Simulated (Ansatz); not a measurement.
# Ti2NS2 MXene monolayer in a perpendicular field, part 2 of 3

Wanted: the out-of-plane response of the Ti2NS2 MXene monolayer. A positive field points along +c.

Ansatz 0.2.0; plane-wave DFT, PBE-D3(BJ), Ansatz PAW.

So far. Step 2 (Relaxation): The lattice constant a goes from 3.029 to 3.145 Å.

## 3. Atoms held, field 0

A sawtooth potential applies the field, turning back in the middle of the vacuum. With the dipole correction the typed value is the field outside the slab. The induced dipole is small, so the SCF threshold is tight.

The cell differs from the one that the last finished run ended in (c 42.835 → 23.422 Å).

File input.yaml:

```yaml
crystal:
  lattice:
    - [3.1448399273, 0.0, 0.0]
    - [-1.5724199636, 2.7235112679, 0.0]
    - [0.0, 0.0, 23.4215271806]
  atoms:
    - { symbol: S, position: [0.3333333333, 0.6666666667, 0.3842618771] }
    - { symbol: Ti, position: [0.6666666667, 0.3333333333, 0.4502779366] }
    - { symbol: "N", position: [0.0, 0.0, 0.5] }
    - { symbol: Ti, position: [0.3333333333, 0.6666666667, 0.5497220634] }
    - { symbol: S, position: [0.6666666667, 0.3333333333, 0.6157381229] }
kpoints:
  mp_grid: { grid: [18, 18, 1] }
  band_path:
    path: [[0, 0, 0], [0.5, 0, 0], [0.33333333, 0.33333333, 0], [0, 0, 0]]
    npoints: 16
hamiltonian:
  xc: pbe
  dispersion: d3bj
scf:
  occupations: { method: fermi_dirac, width: 0.05 }
  convergence: { dr2_threshold: 1.0e-10 }
efield:
  axis: 3
  dipole_correction: true
  ramp_position: 0.97
  ramp_width: 0.06
  amplitude: 0
output:
  dos: { projected: true, e_range: [-6, 5] }
  bader: true
  write_potential: true
  write_density: true
  volumetric_format: npy
  elf: true
```

On the command line:

```console
> ansatz run input.yaml --threads 4 --pin off --max-ram 6144MiB --backend cpu --events-out ev --progress --plain --runs-dir out
```

Numbers of over 12 decimals in the logs are rounded to 6 here.

Output:

```text
[...]
Crystal: 5 atoms, lattice volume = 200.606 Å³
Basis set: ecut = 420 eV, 3883 PW (Γ)
Bands: 26, of which v1, the nominal top of the filled ones, is band 21 counted from 1 (20 counted from 0)
Symmetry: 6 space group operations
k-points: 37 of 324 (time reversal used)
[...]
SCF iter   1: F=—  HF=-7196.307624 eV  |F-HF|=—  |Δ(HF+E_count)|=         —  Δρ=3.43e-3  dr2=5.21e-2  ethr=1.77e-3  p=0.000 e·Å  D=1.22e-13 V/Å  ΔV_dip=-0.00 eV  dr2_dipole=1.58e-8  V_vac-E_F(+/−)=5.97/5.97 eV  ⟨swp⟩=7.8  Hψ=5023  notcnv=0
efield: sawtooth ramp at fractional position 0.9700 (set: `efield.ramp_position`, or a place that a band, a saddle search or an elastic batch's reference lends), width 0.0600; the density the first Hamiltonian is built on has a dipole p = 0.000 e·Å; the dipole correction subtracts the counter field D = 1.22e-13 V/Å, which shifts the + side's vacuum level by -0.00 eV against the − side's; the planar-averaged density in the ramp window peaks in size at 1.7e-5 e/Å³
[...]
SCF iter   2: F=—  HF=-7196.306872 eV  |F-HF|=—  |Δ(HF+E_count)|=   7.51e-4  Δρ=4.31e-3  dr2=4.98e-2  ethr=1.27e-4  p=-0.000 e·Å  D=-3.64e-5 V/Å  ΔV_dip=0.00 eV  dr2_dipole=1.33e-7  V_vac-E_F(+/−)=5.78/5.77 eV  ⟨swp⟩=3.6  Hψ=2331  notcnv=0  defer=10
[...]
SCF iter   9: F=-7196.297971 eV  HF=-7196.297971 eV  |F-HF|=6.73e-11  |Δ(HF+E_count)|=  5.57e-10  Δρ=1.53e-7  dr2=3.31e-11  ethr=1.00e-12  p=-0.000 e·Å  D=-1.23e-8 V/Å  ΔV_dip=0.00 eV  dr2_dipole=1.21e-14  V_vac-E_F(+/−)=5.77/5.77 eV  ⟨swp⟩=5.8  Hψ=2991  notcnv=0
SCF 1 converged in 9 iterations: F = -7196.297971 eV  dr2 = 3.31e-11
[...]
NSCF: frozen V_eff on 49 k-points
efield: sawtooth ramp at fractional position 0.9700 (kept from the solve that this one continues, or follows in the run), width 0.0600; the density the first Hamiltonian is built on has a dipole p = -0.000 e·Å; the dipole correction subtracts the counter field D = -1.23e-8 V/Å, which shifts the + side's vacuum level by +0.00 eV against the − side's; the planar-averaged density in the ramp window peaks in size at 3.5e-6 e/Å³
WARN: The output density's exchange-correlation potential varies sharply where the density is thin. Do not read a vacuum level from v_tot or v_xc, or from such a field of the output density. On a cell that repeats whose density bears no net charge and no dipole along the vacuum's axis use v_es (v_loc + v_h of the components); under efield.dipole_correction with no amplitude use v_es + v_field, which holds any externa [...]
SCF converged after 9 iterations
Free energy (F): -7196.297971 eV
[...]
Internal energy: -7196.284353 eV  (E = F + TS)
E sigma→0 (E₀):  -7196.291162 eV
Entropy (-TS):   -0.013618 eV (-2.724 meV/atom)
Fermi energy:    0.209757 eV
Dipole field:    D = 0.000000 V/Å  (p = 0.000000 e·Å, saw-weighted, corrected)
Work function:   Φ+ = 5.7735 eV   Φ− = 5.7736 eV
Levels:          The Fermi level and band energies are counted from a zero that moves with the ramp; work functions are not
[...]
--- Band table (eV; the first three rows and the last of 37) ---
  k-point 0: bands = [... 17 lower, -0.9025, 0.4263, 0.4263, 0.5479, 0.5479, 0.7499, 1.7780, 1.7780, ... 1 higher]
  k-point 1: bands = [... 17 lower, -0.8594, -0.0524, 0.0783, 0.5868, 0.8768, 0.9742, 1.7631, 1.8090, ... 1 higher]
  k-point 2: bands = [... 17 lower, -0.9035, -0.7244, -0.2695, 0.4187, 1.1345, 1.2383, 1.7561, 1.9631, ... 1 higher]
  k-point 36: bands = [... 17 lower, -3.2489, -2.4094, -2.4094, 1.4354, 1.4354, 1.5947, 2.5819, 2.5819, ... 1 higher]
--- Bader charges: 5 sites ---
  site symbol  charge [e]  shift [e]
     0      S     -0.8169     0.0005
     1     Ti      1.6863     0.0007
     2      N     -1.7390     0.0004
     3     Ti      1.6863     0.0007
     4      S     -0.8169     0.0005
  estimated error of the sums over rays = 8.5e-4 e
```

It took 21 s on 4 threads of Intel Xeon Platinum 8259CL at 2.50GHz (Skylake/Cascade Lake), shared host; peak memory 0.67 GiB.

This step gave:

```yaml
energy_at_zero_smearing: -7196.2912 eV
work_function_upper_face: 5.774 eV
dipole_along_the_normal: 1.50e-7 e·Å
```

Running mean over a fixed 2.8 Å (it still follows the layers) of the planar mean; the ramp of the sawtooth is left out. Electron's electrostatic potential energy less the Fermi level against z:

z (Å), electron's electrostatic potential energy less the Fermi level (eV) and a bar from the least value:
```
      3.0       5.77 ##############################
      3.5       5.77 ##############################
      4.0       5.77 ##############################
      4.5       5.77 ##############################
      5.0       5.77 ##############################
      5.5       5.77 ##############################
      6.0       5.74 ##############################
      6.5       5.60 ##############################
      7.0       4.92 ############################
      7.5       2.93 ########################
      8.0       0.51 ####################
      8.5      -1.61 ################
      9.0      -4.18 ###########
      9.5      -6.92 #####
     10.0      -8.28 ###
     10.5      -8.64 ##
     11.0      -8.89 #
     11.5      -9.61 
     12.0      -9.53 
     12.5      -8.82 ##
     13.0      -8.61 ##
     13.5      -8.17 ###
     14.0      -6.54 ######
     14.5      -3.73 ###########
     15.0      -1.28 ################
     15.5       0.88 ####################
     16.0       3.30 #########################
     16.5       5.10 #############################
     17.0       5.64 ##############################
     17.5       5.75 ##############################
     18.0       5.77 ##############################
     18.5       5.77 ##############################
     19.0       5.77 ##############################
     19.5       5.77 ##############################
     20.0       5.77 ##############################
```

The density of states has structure finer than the step of the table below, so its rows give means over 0.2 eV, whole bins alone (the curve runs from -6 to 1.44 eV). Peaks (eV: height): -5.01: 18.6, -4.87: 8.69, -4.46: 15.3, -4.35: 13.6, -4.04: 8.28, -3.05: 7.98, -2.66: 6.53.

Table of density of states by energy, zero at the Fermi level; means over each step:

energy (eV), density of states (states/eV a cell) and a bar from the least value:
```
     -5.8        2.4 #####
     -5.6        2.1 ####
     -5.4        1.0 
     -5.2        3.0 #######
     -5.0        7.4 #######################
     -4.8        3.6 #########
     -4.6        1.9 ###
     -4.4        9.2 ##############################
     -4.2        1.1 
     -4.0        5.7 #################
     -3.8        2.9 #######
     -3.6        1.0 
     -3.4        1.7 ##
     -3.2        2.8 #######
     -3.0        4.6 #############
     -2.8        2.7 ######
     -2.6        4.3 ############
     -2.4        4.0 ###########
     -2.2        4.4 ############
     -2.0        3.6 #########
     -1.8        3.3 ########
     -1.6        3.9 ###########
     -1.4        2.9 #######
     -1.2        3.1 ########
     -1.0        2.1 ####
     -0.8        1.4 ##
     -0.6        1.4 #
     -0.4        1.4 #
     -0.2        1.4 ##
      0.0        1.6 ##
      0.2        2.2 ####
      0.4        1.2 #
      0.6        1.2 #
      0.8        2.3 #####
      1.0        2.0 ####
      1.2        2.1 ####
```

Projected DOS per atom over height of the atomic layer and energy from the Fermi level. Layers: S Ti N Ti S from below.

Ten even steps from '_' (0.07 states/eV) to '@' (2.77 states/eV), each cell a mean:
```
__==__==__
__::__::__
__..__..__
__::__::__
__..__..__
__..__..__
__..__..__
::..__..::
--..__..--
==..__..==
++..__..++
++..__..++
--..__..--
==..__..==
..______..
::......::
::..::..::
::--@@--::
....++....
::::##::::
____::____
__..==..__
```
Columns: height of the atomic layer (Å) from 9 to 14.4 (not evenly spaced); rows upwards: energy from the Fermi level (eV) from -5.96 to 1.42.

Electronic bands along the path, in eV, zero at the Fermi level:

| point | band 17 | band 18 | band 19 | band 20 | band 21 | band 22 | band 23 | band 24 |
| --- | --- | --- | --- | --- | --- | --- | --- | --- |
| Γ | -1.11 | -1.11 | 0.22 | 0.22 | 0.34 | 0.34 | 0.54 | 1.57 |
| halfway | -2.48 | -1.69 | -1.41 | -0.93 | -0.51 | 1.24 | 1.45 | 1.64 |
| M | -3.07 | -2.18 | -1.63 | -1.17 | -1.06 | 1.36 | 2.01 | 2.33 |
| halfway | -3.11 | -2.71 | -2.39 | -2.19 | 0.01 | 1.80 | 1.91 | 1.95 |
| K | -3.46 | -3.46 | -2.62 | -2.62 | 1.23 | 1.23 | 1.38 | 2.37 |
| halfway | -2.48 | -2.17 | -1.72 | -1.62 | 0.31 | 0.56 | 1.90 | 2.06 |
| Γ | -1.11 | -1.11 | 0.22 | 0.22 | 0.34 | 0.34 | 0.54 | 1.57 |

ELF in the ca plane at fractional y = 0.333, with atoms of Ti and S within 0.2 Å of it. It is the smooth field of the valence electrons, not physical close to the nuclei.

Ten even steps from '0' (0.00) to '9' (0.92), each cell a mean:
```
00000000000001345532442232114788998631000000
00000000000000012115555112136864799862000000
00000000000000001116225211247840599863100000
00000000000000122215565112136875899852000000
00000000000012456632331232113789987520000000
00000000000125788873113663111355542100000000
00000000000136888875225763111122100000000000
00000000000024678863113553111366653100000000
```
Columns run along c (16.0 Å, from fractional 0.13 to 0.82 of the cell), rows up along a (3.1 Å). Atoms in or near the plane, at fractional coordinates: Ti at (0.45, 0.67), S at (0.62, 0.67).

Valence density in the ca plane at fractional y = 0.333, with atoms of Ti and S within 0.2 Å of it. It is the smooth field of the valence electrons, not physical close to the nuclei.

Values in units of 1e0 e/Å³, 5 rows by 16 columns, each cell a mean:
```
0.0 0.0 0.0 0.0 0.0 0.0 0.1 0.2 1.6 1.7 0.2 0.3 0.9 0.6 0.0 0.0
0.0 0.0 0.0 0.0 0.0 0.0 0.0 0.2 4.6 4.9 0.2 0.3 0.8 0.8 0.1 0.0
0.0 0.0 0.0 0.0 0.0 0.0 0.1 0.2 1.7 1.8 0.2 0.3 0.9 0.6 0.0 0.0
0.0 0.0 0.0 0.0 0.0 0.0 0.1 0.5 0.3 0.3 0.4 0.4 0.3 0.2 0.0 0.0
0.0 0.0 0.0 0.0 0.0 0.0 0.1 0.5 0.3 0.3 0.4 0.4 0.3 0.1 0.0 0.0
```
Columns run along c (16.0 Å, from fractional 0.08 to 0.76 of the cell), rows up along a (3.1 Å). Atoms in or near the plane, at fractional coordinates: Ti at (0.45, 0.67), S at (0.62, 0.67).

Electrostatic potential energy in the ca plane at fractional y = 0.333, with atoms of Ti and S within 0.2 Å of it. With pseudopotentials it is smooth inside the atoms' cores, unlike the true potential.

Ten even steps from '0' (-36 eV) to '9' (6 eV), each cell a mean:
```
99999999999999998875225788878753479999999999
99999999999999999861001588888500048999999999
99999999999999999850000478888302028999999999
99999999999999999861001688888500048999999999
99999999999999998875335788777764589999999999
99999999999999987788778887656888999999999999
99999999999999976688888877556789999999999999
99999999999999987788778887667888899999999999
```
Columns run along c (16.0 Å, from fractional 0.13 to 0.82 of the cell; values clipped at the 3rd and 97th percentile), rows up along a (3.1 Å). Atoms in or near the plane, at fractional coordinates: Ti at (0.45, 0.67), S at (0.62, 0.67).

The work function of the upper face is 5.77 eV.

## 4. Single point, field 0.03 V/Å

Changes to input.yaml since step 3:

```diff
@@ -27,6 +27,4 @@
   ramp_width: 0.06
-  amplitude: 0
+  amplitude: 0.03
 output:
-  dos: { projected: true, e_range: [-6, 5] }
-  bader: true
   write_potential: true
@@ -34,2 +32 @@
   volumetric_format: npy
-  elf: true
```

Output:

```text
[...]
Crystal: 5 atoms, lattice volume = 200.606 Å³
Basis set: ecut = 420 eV, 3883 PW (Γ)
Bands: 26, of which v1, the nominal top of the filled ones, is band 21 counted from 1 (20 counted from 0)
Symmetry: 6 space group operations
k-points: 37 of 324 (time reversal used)
[...]
k-point 0: bands = [... 17 lower, -0.9025, 0.4263, 0.4263, 0.5479, 0.5479, 0.7499, 1.7780, 1.7780, ... 1 higher]
  k-point 1: bands = [... 17 lower, -0.8594, -0.0524, 0.0783, 0.5867, 0.8768, 0.9742, 1.7631, 1.8089, ... 1 higher]
  k-point 2: bands = [... 17 lower, -0.9036, -0.7244, -0.2695, 0.4187, 1.1345, 1.2383, 1.7561, 1.9631, ... 1 higher]
  k-point 36: bands = [... 17 lower, -3.2459, -2.4136, -2.4053, 1.4349, 1.4358, 1.5946, 2.5817, 2.5820, ... 1 higher]
[key lines of the parts left out:]
SCF converged after 12 iterations
Free energy (F): -7196.298128 eV
Fermi energy:    0.209727 eV
Dipole field:    D = 0.009420 V/Å  (p = 0.010443 e·Å, saw-weighted, corrected)
```

Elapsed: 9.2 s, on 4 threads; peak memory 0.63 GiB; 35 s of CPU time.

The dipole is 0.0104 e·Å.

## 5. Atoms held, field -0.03 V/Å

Changes to input.yaml since step 4:

```diff
@@ -27,3 +27,3 @@
   ramp_width: 0.06
-  amplitude: 0.03
+  amplitude: -0.03
 output:
```

Output:

```text
[...]
Crystal: 5 atoms, lattice volume = 200.606 Å³
Basis set: ecut = 420 eV, 3883 PW (Γ)
Bands: 26, of which v1, the nominal top of the filled ones, is band 21 counted from 1 (20 counted from 0)
Symmetry: 6 space group operations
k-points: 37 of 324 (time reversal used)
[...]
k-point 0: bands = [... 17 lower, -0.9025, 0.4263, 0.4263, 0.5479, 0.5479, 0.7499, 1.7780, 1.7780, ... 1 higher]
  k-point 1: bands = [... 17 lower, -0.8594, -0.0524, 0.0783, 0.5867, 0.8768, 0.9742, 1.7631, 1.8089, ... 1 higher]
  k-point 2: bands = [... 17 lower, -0.9036, -0.7244, -0.2695, 0.4187, 1.1345, 1.2383, 1.7561, 1.9631, ... 1 higher]
  k-point 36: bands = [... 17 lower, -3.2459, -2.4136, -2.4053, 1.4349, 1.4358, 1.5946, 2.5817, 2.5820, ... 1 higher]
[key lines of the parts left out:]
SCF converged after 12 iterations
Free energy (F): -7196.298128 eV
Fermi energy:    0.209727 eV
Dipole field:    D = -0.009420 V/Å  (p = -0.010443 e·Å, saw-weighted, corrected)
```

Elapsed: 8 s, on 4 threads; peak memory 0.63 GiB.

The dipole is -0.0104 e·Å.

## 6. Single point, field 0.15 V/Å

Changes to input.yaml since step 5:

```diff
@@ -27,3 +27,3 @@
   ramp_width: 0.06
-  amplitude: -0.03
+  amplitude: 0.15
 output:
```

Output:

```text
[...]
Crystal: 5 atoms, lattice volume = 200.606 Å³
Basis set: ecut = 420 eV, 3883 PW (Γ)
Bands: 26, of which v1, the nominal top of the filled ones, is band 21 counted from 1 (20 counted from 0)
Symmetry: 6 space group operations
k-points: 37 of 324 (time reversal used)
[...]
k-point 0: bands = [... 17 lower, -0.9032, 0.4256, 0.4256, 0.5473, 0.5473, 0.7491, 1.7774, 1.7774, ... 1 higher]
  k-point 1: bands = [... 17 lower, -0.8602, -0.0530, 0.0777, 0.5861, 0.8762, 0.9735, 1.7625, 1.8083, ... 1 higher]
  k-point 2: bands = [... 17 lower, -0.9047, -0.7246, -0.2701, 0.4181, 1.1338, 1.2375, 1.7555, 1.9625, ... 1 higher]
  k-point 36: bands = [... 17 lower, -3.2345, -2.4308, -2.3894, 1.4325, 1.4369, 1.5939, 2.5804, 2.5821, ... 1 higher]
[key lines of the parts left out:]
SCF converged after 12 iterations
Free energy (F): -7196.301887 eV
Fermi energy:    0.209084 eV
Dipole field:    D = 0.047102 V/Å  (p = 0.052218 e·Å, saw-weighted, corrected)
```

Wall time 8.5 s (4 threads); peak memory 0.63 GiB; 32 s of CPU time.

The dipole is 0.0522 e·Å.

## 7. Single point, field 0.25 V/Å

Changes to input.yaml since step 6:

```diff
@@ -27,3 +27,3 @@
   ramp_width: 0.06
-  amplitude: 0.15
+  amplitude: 0.25
 output:
```

Output:

```text
[...]
Crystal: 5 atoms, lattice volume = 200.606 Å³
Basis set: ecut = 420 eV, 3883 PW (Γ)
Bands: 26, of which v1, the nominal top of the filled ones, is band 21 counted from 1 (20 counted from 0)
Symmetry: 6 space group operations
k-points: 37 of 324 (time reversal used)
[...]
k-point 0: bands = [... 17 lower, -0.9045, 0.4243, 0.4243, 0.5462, 0.5462, 0.7478, 1.7763, 1.7763, ... 1 higher]
  k-point 1: bands = [... 17 lower, -0.8615, -0.0541, 0.0765, 0.5849, 0.8750, 0.9722, 1.7613, 1.8072, ... 1 higher]
  k-point 2: bands = [... 17 lower, -0.9068, -0.7249, -0.2711, 0.4169, 1.1326, 1.2361, 1.7543, 1.9613, ... 1 higher]
  k-point 36: bands = [... 17 lower, -3.2255, -2.4458, -2.3767, 1.4299, 1.4371, 1.5927, 2.5787, 2.5816, ... 1 higher]
[key lines of the parts left out:]
SCF converged after 12 iterations
Free energy (F): -7196.308850 eV
Fermi energy:    0.207894 eV
Dipole field:    D = 0.078511 V/Å  (p = 0.087038 e·Å, saw-weighted, corrected)
```

Elapsed: 8.4 s, on 4 threads; peak memory 0.63 GiB; 32 s of CPU time.

The dipole is 0.0870 e·Å.

## 8. Atoms held, field -0.25 V/Å

Changes to input.yaml since step 7:

```diff
@@ -27,4 +27,6 @@
   ramp_width: 0.06
-  amplitude: 0.25
+  amplitude: -0.25
 output:
+  dos: { projected: true, e_range: [-6, 5] }
+  bader: true
   write_potential: true
@@ -32 +34,2 @@
   volumetric_format: npy
+  elf: true
```

Output:

```text
[...]
Crystal: 5 atoms, lattice volume = 200.606 Å³
Basis set: ecut = 420 eV, 3883 PW (Γ)
Bands: 26, of which v1, the nominal top of the filled ones, is band 21 counted from 1 (20 counted from 0)
Symmetry: 6 space group operations
k-points: 37 of 324 (time reversal used)
[...]
k-point 36: bands = [... 17 lower, -3.2255, -2.4458, -2.3767, 1.4299, 1.4371, 1.5927, 2.5787, 2.5816, ... 1 higher]
--- Bader charges: 5 sites ---
  site symbol  charge [e]  shift [e]
     0      S     -0.8063     0.0005
     1     Ti      1.6867     0.0007
     2      N     -1.7390     0.0004
     3     Ti      1.6859     0.0007
     4      S     -0.8274     0.0005
  estimated error of the sums over rays = 8.4e-4 e
[key lines of the parts left out:]
SCF converged after 12 iterations
Free energy (F): -7196.308850 eV
Fermi energy:    0.207894 eV
Dipole field:    D = -0.078510 V/Å  (p = -0.087038 e·Å, saw-weighted, corrected)
```

Wall time 23 s (4 threads); peak memory 0.64 GiB.

The dipole is -0.0870 e·Å.

(Continued in part 3 of 3.)

[Logs are printed without paths, hosts, clocks, repeated set-up lines and the standing remarks that a program may print on its own settings, such as how far it seeks lower states.]

[Hosts, paths, dates, database ids (printed as entryN), source tags and the programs' standing remarks are cut or masked in the printed files.]

[Maps of the electrostatic potential energy from Ansatz leave out the sawtooth potential of an applied field or a dipole correction, so their vacuum need not be flat; planar profiles and work functions include it.]

[The density of states shown here was stored with 400 of the rows of the run's finer table, so its peaks can read low, often by over a quarter, or be missed, and its means over a window can be off by a tenth or more.]
